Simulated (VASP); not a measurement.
A run of VASP 6.6.1 is set up as follows.

File INCAR:

```
PREC     = Accurate       # precision mode
ENCUT    = 600            # plane-wave cutoff, eV
EDIFF    = 1E-7           # SCF threshold, eV
ISMEAR   = -1             # smearing method
SIGMA    = 0.05           # smearing width, eV
LREAL    = False          # projectors in reciprocal space
LASPH    = True           # aspherical terms in the spheres
NELM     = 80             # most SCF steps
ALGO     = Normal         # electronic algorithm
ISIF     = 3              # what is computed and relaxed
LWAVE    = False          # write WAVECAR
LCHARG   = False          # write CHGCAR
GGA      = PE             # functional
IBRION   = 2              # ionic algorithm
NSW      = 60             # ionic steps
EDIFFG   = -0.005         # ionic threshold
PSTRESS  = 200
```

File KPOINTS:

```
regular mesh
0
Gamma
  8 8 8
```

File POSCAR:

```
CdS
1.0
    0.0000000000      2.7532440000      2.7532440000
    2.7532440000      0.0000000000      2.7532440000
    2.7532440000      2.7532440000      0.0000000000
Cd S
1 1
Direct
    0.0000000000      0.0000000000      0.0000000000
    0.5000000000      0.5000000000      0.5000000000
```

Potentials or basis: VASP PAW PBE potentials, release 64 (Cd, S).

The run is started by

```bash
$ cat potpaw_PBE.64/Cd/POTCAR potpaw_PBE.64/S/POTCAR > POTCAR
$ mpirun -np 1 vasp_std > vasp.out
```

(1) Estimate the space group after relaxing (to 0.05 Å).

(2) Predict the relaxed volume.

Results:

(1) Fm-3m (No. 225).

(2) 17.40 Å³/atom.

Caveat: the cell is relaxed towards a set pressure, so the enthalpy falls and the energy may rise; the volume moved by over 15 % at a fixed basis, so the end points are rough.
